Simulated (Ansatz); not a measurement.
Crystal: ZnF2.

```
Zn F
1.0
     4.70480    0.00000    0.00000
     0.00000    4.70480    0.00000
     0.00000    0.00000    3.13380
Zn F
2 4
Direct
  0.50000 0.50000 0.50000
  0.00000 0.00000 0.00000
  0.80240 0.19760 0.50000
  0.69760 0.69760 0.00000
  0.19760 0.80240 0.50000
  0.30240 0.30240 0.00000
```

Base run:

| Property | Result |
| --- | --- |
| Program | Ansatz 0.2.0 |
| Functional | PBEsol |
| Potentials or basis | Ansatz PAW |
| Cutoff | 420 eV |
| Density cutoff | 1680 eV |
| k mesh | 6 × 6 × 9 |
| Occupations | fermi-dirac, width 0.05 eV |
| Spin | no spin polarisation |

Its results: band gap on the k mesh 3.41 eV, direct; pressure 0.2 GPa; largest force 0.069 eV/Å.

The run is repeated on the same cell with these changes: functional from PBEsol to LDA. What comes out?

Band gap on the k mesh 3.34 eV, direct; pressure -5.7 GPa; largest force 0.112 eV/Å.

LDA binds more tightly than PBEsol, so the same cell stands under less pressure.

Caveats: the PAW data sets come from PBE, with cores solved anew for the run's functional, which leaves a small shift of forces and pressure.

Not every run made on this cell is shown here.
